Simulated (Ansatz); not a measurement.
# TiPbO₃ (Pm-3m) under several functionals

Plane-wave DFT in Ansatz with scalar-relativistic PAW potentials. The same structure was relaxed (cell and atoms, symmetry kept) in separate runs at each level; U_eff on d shells: Ti 4 eV. No spin polarisation.

```csv
level,cutoff (eV),k mesh,V (Å³/atom),a (Å),gap (eV)
PBEsol,420,8×8×8,12.041,3.919,1.57
PBE+D3(BJ),420,8×8×8,12.235,3.940,1.63
PBE,420,8×8×8,12.481,3.966,1.66
```

Q: Where does PBE+U (420 eV, k mesh 8×8×8) fall?

A: V (Å³/atom) 12.574, a (Å) 3.976, gap (eV) 2.16. Its volume is the largest of the set. The usual order of volumes, PBEsol < PBE, holds here (12.041, 12.481 Å³/atom). As a rule PBEsol, built on the gradient expansion of slowly varying densities, lies between LDA and PBE; PBE's stronger gradient term for exchange weakens bonds. Adding D3 to PBE changes the volume by -2.0 %; the term is attractive, so it pulls cells in. In ionic crystals its C6 for cations, set by coordination number and not by charge, is often too large, so it can pull in too far. The Hubbard U changes PBE's volume by 0.7 %; as a rule localising d electrons weakens their share of the bonding and swells the cell. Each gap belongs to its own cell, so it mixes the functional's effect with that of the volume; gaps are the least found on the k mesh or on a band path.

Spin-orbit coupling is left out, which matters for the bands of heavy elements.

Symmetry holds off the tilts and polar distortions that many cubic perovskites undergo.